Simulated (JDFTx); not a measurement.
Here is a JDFTx 1.7.0 (patched build) calculation.

The input bands.in:

```
include Hf.lattice
coords-type Lattice
include Hf.ionpos

ion-species pseudo/Hf.upf
elec-cutoff 29 232
elec-ex-corr gga-PBE
elec-smearing Fermi 0.0018374661
elec-n-bands 37
spintype spin-orbit
electronic-minimize nIterations 30 energyDiffThreshold 1e-06
davidson-band-ratio 1.3
forces-output-coords Cartesian
include path.kpoints
symmetries none
fix-electron-density run.$VAR

dump-name bands.$VAR
dump End Ecomponents EigStats BandEigs Kpoints Forces
```

Hf.lattice

```
lattice \
    6.0408875026    -3.0204437513     0.0000000000 \
    0.0000000000     5.2315620387     0.0000000000 \
    0.0000000000     0.0000000000     9.5578567931
```

Contents of Hf.ionpos:

```
ion Hf     0.6666666667     0.3333333333     0.7500000000 1
ion Hf     0.3333333333     0.6666666667     0.2500000000 1
```

File path.kpoints:

```
kpoint +0.0000000000 +0.0000000000 +0.0000000000 0.020000000000
kpoint +0.0833333333 +0.0000000000 +0.0000000000 0.020000000000
kpoint +0.1666666667 +0.0000000000 +0.0000000000 0.020000000000
kpoint +0.2500000000 +0.0000000000 +0.0000000000 0.020000000000
kpoint +0.3333333333 +0.0000000000 +0.0000000000 0.020000000000
kpoint +0.4166666667 +0.0000000000 +0.0000000000 0.020000000000
kpoint +0.5000000000 +0.0000000000 +0.0000000000 0.020000000000
kpoint +0.4444444444 +0.1111111111 +0.0000000000 0.020000000000
kpoint +0.3888888889 +0.2222222222 +0.0000000000 0.020000000000
kpoint +0.3333333333 +0.3333333333 +0.0000000000 0.020000000000
kpoint +0.2916666667 +0.2916666667 +0.0000000000 0.020000000000
kpoint +0.2500000000 +0.2500000000 +0.0000000000 0.020000000000
kpoint +0.2083333333 +0.2083333333 +0.0000000000 0.020000000000
kpoint +0.1666666667 +0.1666666667 +0.0000000000 0.020000000000
kpoint +0.1250000000 +0.1250000000 +0.0000000000 0.020000000000
kpoint +0.0833333333 +0.0833333333 +0.0000000000 0.020000000000
kpoint +0.0416666667 +0.0416666667 +0.0000000000 0.020000000000
kpoint +0.0000000000 +0.0000000000 +0.0000000000 0.020000000000
kpoint +0.0000000000 +0.0000000000 +0.1666666667 0.020000000000
kpoint +0.0000000000 +0.0000000000 +0.3333333333 0.020000000000
kpoint +0.0000000000 +0.0000000000 +0.5000000000 0.020000000000
kpoint +0.0714285714 +0.0000000000 +0.5000000000 0.020000000000
kpoint +0.1428571429 +0.0000000000 +0.5000000000 0.020000000000
kpoint +0.2142857143 +0.0000000000 +0.5000000000 0.020000000000
kpoint +0.2857142857 +0.0000000000 +0.5000000000 0.020000000000
kpoint +0.3571428571 +0.0000000000 +0.5000000000 0.020000000000
kpoint +0.4285714286 +0.0000000000 +0.5000000000 0.020000000000
kpoint +0.5000000000 +0.0000000000 +0.5000000000 0.020000000000
kpoint +0.4583333333 +0.0833333333 +0.5000000000 0.020000000000
kpoint +0.4166666667 +0.1666666667 +0.5000000000 0.020000000000
kpoint +0.3750000000 +0.2500000000 +0.5000000000 0.020000000000
kpoint +0.3333333333 +0.3333333333 +0.5000000000 0.020000000000
kpoint +0.2962962963 +0.2962962963 +0.5000000000 0.020000000000
kpoint +0.2592592593 +0.2592592593 +0.5000000000 0.020000000000
kpoint +0.2222222222 +0.2222222222 +0.5000000000 0.020000000000
kpoint +0.1851851852 +0.1851851852 +0.5000000000 0.020000000000
kpoint +0.1481481481 +0.1481481481 +0.5000000000 0.020000000000
kpoint +0.1111111111 +0.1111111111 +0.5000000000 0.020000000000
kpoint +0.0740740741 +0.0740740741 +0.5000000000 0.020000000000
kpoint +0.0370370370 +0.0370370370 +0.5000000000 0.020000000000
kpoint +0.0000000000 +0.0000000000 +0.5000000000 0.020000000000
kpoint +0.5000000000 +0.0000000000 +0.5000000000 0.020000000000
kpoint +0.5000000000 +0.0000000000 +0.3333333333 0.020000000000
kpoint +0.5000000000 +0.0000000000 +0.1666666667 0.020000000000
kpoint +0.5000000000 +0.0000000000 +0.0000000000 0.020000000000
kpoint +0.3333333333 +0.3333333333 +0.0000000000 0.020000000000
kpoint +0.3333333333 +0.3333333333 +0.1250000000 0.020000000000
kpoint +0.3333333333 +0.3333333333 +0.2500000000 0.020000000000
kpoint +0.3333333333 +0.3333333333 +0.3750000000 0.020000000000
kpoint +0.3333333333 +0.3333333333 +0.5000000000 0.020000000000
```

Potentials or basis: PseudoDojo-FR-PBE-0.4-standard with smoothed tails.

The run is started by

```sh
$ jdftx -c 1 -i bands.in -o bands.out
```

(1) Estimate the band gap along the path.

## Answers

(1) none (metal or under the smearing width).
